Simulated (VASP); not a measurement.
# MoSi₂, vacuum levels of a slab or layer: which settings are enough?

MoSi₂, slab, 6 atoms in the cell. PBE; PAW potentials Mo_sv, Si (PBE set). VASP 6.6.1.

Wanted: face levels within 0.04 eV; energy within 2 meV/atom; forces within 0.02 eV/Å.

Crystal: Si2Mo, I4/mmm; Face: (0 0 1); Atomic planes: 6; Dipole correction: yes.

Face levels: vacuum level at each face, counted from the Fermi level.

POSCAR of the starting run:
```
Si2Mo
1.0
    3.2151051348      0.0000000000      0.0000000000
    0.0000000000      3.2151051348      0.0000000000
    0.0000000000      0.0000000000     21.5695405731
Mo Si
2 4
Direct
    0.4165000000      0.4165000000      0.4699678204
    0.9165000000      0.9165000000      0.6522874479
    0.4165000000      0.4165000000      0.3477125521
    0.9165000000      0.9165000000      0.4099034613
    0.9165000000      0.9165000000      0.5300321796
    0.4165000000      0.4165000000      0.5922230888
```

The series start from vacuum (Å): 15; correction: LDIPOL, IDIPOL 3, DIPOL, AMIN 0.01; k spacing (1/Å): 0.3; Cutoff ENCUT (eV): 320; SCF threshold EDIFF (eV): 1e-6; PREC: Accurate; LREAL: .FALSE.; ALGO: Normal. Each series keeps the choices made before it, and each single choice may use up half of a tolerance.

## Vacuum (Å)

| Vacuum (Å) | Face levels, largest deviation (eV) | Energy less reference (meV/atom) | Forces, largest deviation (eV/Å) | SCF iterations | Time (s) |
|---|---|---|---|---|---|
| 6 | 0.202 | -2.1 | 0.026 | 20 | 8.4 |
| 8 | 0.040 | -0.2 | 0.003 | 21 | 10 |
| 10 | 0.049 | -0.1 | 0.001 | 24 | 15 |
| 12 | 0.005 | 0.0 | 0.001 | 28 | 16 |
| 15 | 0.000 | 0.0 | 0.001 | 32 | 20 |
| 20 | 0.001 | -0.1 | 0.000 | 36 | 26 |
| 25 (reference) | 0.000 | 0.0 | 0.000 | 41 | 38 |

Chosen: 12, the loosest value from which every tighter one stays within half of the tolerance.

## Correction

| Correction | Face levels, largest deviation (eV) | Energy less reference (meV/atom) | Forces, largest deviation (eV/Å) | SCF iterations | Time (s) |
|---|---|---|---|---|---|
| LDIPOL, IDIPOL 3, DIPOL, AMIN 0.01 | 0.000 | 0.0 | 0.000 | 28 | 16 |
| LDIPOL, default AMIN | 0.000 | 0.0 | 0.000 | 26 | 14 |
| LDIPOL, no DIPOL | no result | no result | no result | 150 | 89 |
| IDIPOL 3 alone (energy only) | 0.445 | 0.7 | 0.004 | 25 | 14 |
| kernel truncation, coarsened | 0.032 | 0.0 | 0.000 | 26 | 18 |
| kernel truncation, full padding | 0.007 | 0.1 | 0.000 | 26 | 17 |

Chosen: LDIPOL, default AMIN; it saves 2.9 s of 16, so LDIPOL, IDIPOL 3, DIPOL, AMIN 0.01 would do nearly as well.

## k spacing (1/Å)

| k spacing (1/Å) | Face levels, largest deviation (eV) | Energy less reference (meV/atom) | Forces, largest deviation (eV/Å) | SCF iterations | Time (s) |
|---|---|---|---|---|---|
| 0.6 | 0.044 | 5.3 | 0.445 | 27 | 12 |
| 0.45 | 0.044 | -20.4 | 0.091 | 26 | 13 |
| 0.3 | 0.062 | 8.2 | 0.112 | 26 | 14 |
| 0.22 | 0.015 | 2.1 | 0.074 | 26 | 17 |
| 0.16 (reference) | 0.000 | 0.0 | 0.000 | 26 | 22 |

Chosen: 0.16; the next looser run is off by more than half of the tolerance, so convergence isn't shown beyond this value.

## Cutoff ENCUT (eV)

| Cutoff ENCUT (eV) | Face levels, largest deviation (eV) | Energy less reference (meV/atom) | Forces, largest deviation (eV/Å) | SCF iterations | Time (s) |
|---|---|---|---|---|---|
| 200 | 0.007 | 104.4 | 0.063 | 26 | 13 |
| 240 | 0.004 | 19.0 | 0.055 | 26 | 13 |
| 280 | 0.007 | 6.4 | 0.022 | 26 | 19 |
| 320 | 0.005 | 2.5 | 0.013 | 26 | 22 |
| 370 | 0.001 | 1.3 | 0.001 | 26 | 27 |
| 440 (reference) | 0.000 | 0.0 | 0.000 | 26 | 34 |

Chosen: 440; the next looser run is off by more than half of the tolerance, so convergence isn't shown beyond this value.

## SCF threshold EDIFF (eV)

| SCF threshold EDIFF (eV) | Face levels, largest deviation (eV) | Energy less reference (meV/atom) | Forces, largest deviation (eV/Å) | SCF iterations | Time (s) |
|---|---|---|---|---|---|
| 0.001 | 0.119 | 0.1 | 0.011 | 17 | 21 |
| 0.0001 | 0.083 | 0.1 | 0.007 | 18 | 24 |
| 1e-5 | 0.000 | 0.0 | 0.001 | 24 | 34 |
| 1e-6 | 0.000 | 0.0 | 0.000 | 26 | 34 |
| 1e-7 (reference) | 0.000 | 0.0 | 0.000 | 27 | 36 |

Chosen: 1e-5.

## PREC

| PREC | Face levels, largest deviation (eV) | Energy less reference (meV/atom) | Forces, largest deviation (eV/Å) | SCF iterations | Time (s) |
|---|---|---|---|---|---|
| Accurate | 0.000 | 0.0 | 0.000 | 24 | 34 |
| Normal | 0.000 | 0.0 | 0.000 | 25 | 17 |

Chosen: Normal, the fastest of those that stay within half of the tolerance.

## LREAL

| LREAL | Face levels, largest deviation (eV) | Energy less reference (meV/atom) | Forces, largest deviation (eV/Å) | SCF iterations | Time (s) |
|---|---|---|---|---|---|
| .FALSE. | 0.000 | 0.0 | 0.000 | 25 | 17 |
| Auto | 0.001 | -0.2 | 0.005 | 25 | 15 |

Chosen: Auto; it saves 1.8 s of 17, so .FALSE. would do nearly as well.

## ALGO

| ALGO | Face levels, largest deviation (eV) | Energy less reference (meV/atom) | Forces, largest deviation (eV/Å) | SCF iterations | Time (s) |
|---|---|---|---|---|---|
| Normal | 0.000 | 0.0 | 0.000 | 25 | 15 |
| Fast | 0.000 | 0.0 | 0.003 | 23 | 11 |
| All | 0.014 | 0.0 | 0.039 | 45 | 25 |

Chosen: Fast; it saves 3.9 s of 15, so Normal would do nearly as well.

## All choices together

| Input | Face levels, largest deviation (eV) | Energy less reference (meV/atom) | Forces, largest deviation (eV/Å) | Time (s) |
|---|---|---|---|---|
| starting input without the dipole correction (naive) | 0.425 | 10.2 | 0.114 | 15 |
| chosen settings | 0.009 | -0.2 | 0.006 | 11 |
| reference settings throughout | 0.000 | 0.0 | 0.000 | 119 |

The chosen settings stay within the tolerance of the reference run, but the reference itself isn't shown to be converged in: k spacing (1/Å), Cutoff ENCUT (eV).

Values of the reference run: Face levels: 4.162, 5.205 eV.

## The input

INCAR:
```
ALGO = Fast ; DIPOL = 0.5 0.5 0.5
EDIFF = 1E-5 ; ENCUT = 440
GGA = PE ; IDIPOL = 3
ISMEAR = 0 ; KPAR = 4
LASPH = True ; LCHARG = False
LDIPOL = True ; LREAL = Auto
LVACPOTAV = True ; LVHAR = True
LWAVE = False ; NELM = 150
PREC = Normal ; SIGMA = 0.1
```

KPOINTS:
```
Automatic mesh
0
Gamma
  13 13 1
  0 0 0
```

POSCAR:
```
Si2Mo
1.0
    3.2151051348      0.0000000000      0.0000000000
    0.0000000000      3.2151051348      0.0000000000
    0.0000000000      0.0000000000     18.5695405731
Mo Si
2 4
Direct
    0.4165000000      0.4165000000      0.4651159751
    0.9165000000      0.9165000000      0.6768902291
    0.4165000000      0.4165000000      0.3231097709
    0.9165000000      0.9165000000      0.3953479253
    0.9165000000      0.9165000000      0.5348840249
    0.4165000000      0.4165000000      0.6071221793
```

Commands:
```
cat potpaw_PBE.64/Mo_sv/POTCAR potpaw_PBE.64/Si/POTCAR > POTCAR
mpirun -np 4 vasp_std > vasp.out
```

The chosen input took VASP 6.6.1 11 s on 4 cores (Intel Xeon 6975P-C (Granite Rapids)), a shared host.

## An input that fails: vacuum far too thin for the dipole correction

It runs to its end, but against the unchanged starting input it is off by 2.859 eV in the face levels, 102.9 meV/atom in the energy, 1.556 eV/Å in the forces.

Vacuum (Å): 15 becomes 3.

Changes against the starting input:
```
(POSCAR)
-    0.0000000000      0.0000000000     21.5695405731
+    0.0000000000      0.0000000000      9.5695405731
-    0.4165000000      0.4165000000      0.4699678204
-    0.9165000000      0.9165000000      0.6522874479
-    0.4165000000      0.4165000000      0.3477125521
-    0.9165000000      0.9165000000      0.4099034613
-    0.9165000000      0.9165000000      0.5300321796
-    0.4165000000      0.4165000000      0.5922230888
+    0.4165000000      0.4165000000      0.4323081070
+    0.9165000000      0.9165000000      0.8432526631
+    0.4165000000      0.4165000000      0.1567473369
+    0.9165000000      0.9165000000      0.2969243212
+    0.9165000000      0.9165000000      0.5676918930
+    0.4165000000      0.4165000000      0.7078688773
```
